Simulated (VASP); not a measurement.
Write the native input for VASP 6.6.1 that does the following.

```
Task                   : single point
Functional             : LDA
Potentials or basis    : VASP PAW LDA potentials, release 64 (Mg)
Cutoff                 : 520 eV
k mesh                 : 12 × 12 × 7
Occupations            : fermi-dirac, width 0.05 eV
Spin                   : no spin polarisation
Dipole correction      : no
Further INCAR settings : ALGO = Fast; EDIFF = 1e-06; NBANDS = 9
```

The structure of Mg lies in POSCAR:

```
Mg
1.0
    3.1474949363      0.0000000000      0.0000000000
   -1.5737474681      2.7258105731      0.0000000000
    0.0000000000      0.0000000000      5.0290233404
Mg
2
Direct
    0.3333333333      0.6666666667      0.2500000000
    0.6666666667      0.3333333333      0.7500000000
```

The cell isn't the ideal one: cell and atoms relaxed from 0.97 times the given volume.

One way to write it, as run:

INCAR

```
SYSTEM = Mg
ALGO = Fast
EDIFF = 1E-6
ENCUT = 520
GGA = CA
ISIF = 2
ISMEAR = -1
LASPH = .True.
LCHARG = .False.
LREAL = .False.
LWAVE = .False.
NBANDS = 9
NELM = 100
PREC = Accurate
SIGMA = 0.05
```

KPOINTS

```
k-points
0
Gamma
  12 12 7
  0 0 0
```

Potentials or basis: VASP PAW LDA potentials, release 64 (Mg).

Launch:

```console
$ cat potpaw_LDA.64/Mg/POTCAR > POTCAR
$ mpirun -np 1 vasp_std > vasp.out
```

It gave:

```json
{
  "Pressure": "-0.3 GPa",
  "Band gap on the k mesh": "none (metal or under the smearing width)"
}
```

Wall time 9.2 s on 1 thread of Intel(R) Xeon(R) Platinum 8488C (Sapphire Rapids), with other jobs on the host, peak memory 0.15 GiB.
